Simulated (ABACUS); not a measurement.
Runs of ABACUS 3.10.1 on BaS. It takes space group Fm-3m (No. 225, cubic). The conventional cell has a = 6.388 Å, b = 6.388 Å, c = 6.388 Å, α = 90.00°, β = 90.00°, γ = 90.00°. Ba (site symmetry m-3m) is surrounded by 6 S at 3.19 Å. S (site symmetry m-3m) is surrounded by 6 Ba at 3.19 Å. 

| task | potentials or basis | cell | gap on the mesh (eV) | pressure (GPa) | V0 of scaled cells (Å³/atom) | B0 (GPa) |
| --- | --- | --- | --- | --- | --- | --- |
| equation of state | PseudoDojo NC SR 0.4.1 PBE standard, TZDP LCAO (the cutoffs set its grid) | as given | - | - | (a) | (b) |
| single point | PseudoDojo NC SR 0.4.1 PBE standard, DZP LCAO (the cutoffs set its grid) | atoms moved at random, drawn with an rms of 0.05 Å | 2.11 | 2.1 | - | - |
| equation of state | PseudoDojo NC SR 0.4.1 PBE standard, DZP LCAO (the cutoffs set its grid) | as given | - | - | 34.05 | 43 |
| single point | PseudoDojo NC SR 0.4.1 PBE standard, DZP LCAO (the cutoffs set its grid) | as given | 2.10 | 2.1 | - | - |
| single point | PseudoDojo NC SR 0.4.1 PBE standard, TZDP LCAO (the cutoffs set its grid) | as given | 2.21 | 1.3 | - | - |

Alike in all rows: level PBE; no spin polarisation; k mesh 7 × 7 × 7; cutoff (eV) 1361; smearing fermi-dirac 0.05 eV.

Problem. Estimate the missing entries.

Solution. (a) 33.52; (b) 41.

Caveats: the atomic orbitals were generated for these runs and aren't a published set; this release of the barium file is off; the basis of atomic orbitals isn't converged, which shifts pressures, moduli and gaps; spin-orbit coupling is left out, which moves the levels of the heavy elements (some runs); an odd mesh through Γ misses points on the zone boundary, where band edges often lie (some runs).

A k mesh can miss the band edges, and the runs leave out spin-orbit coupling on Ba.
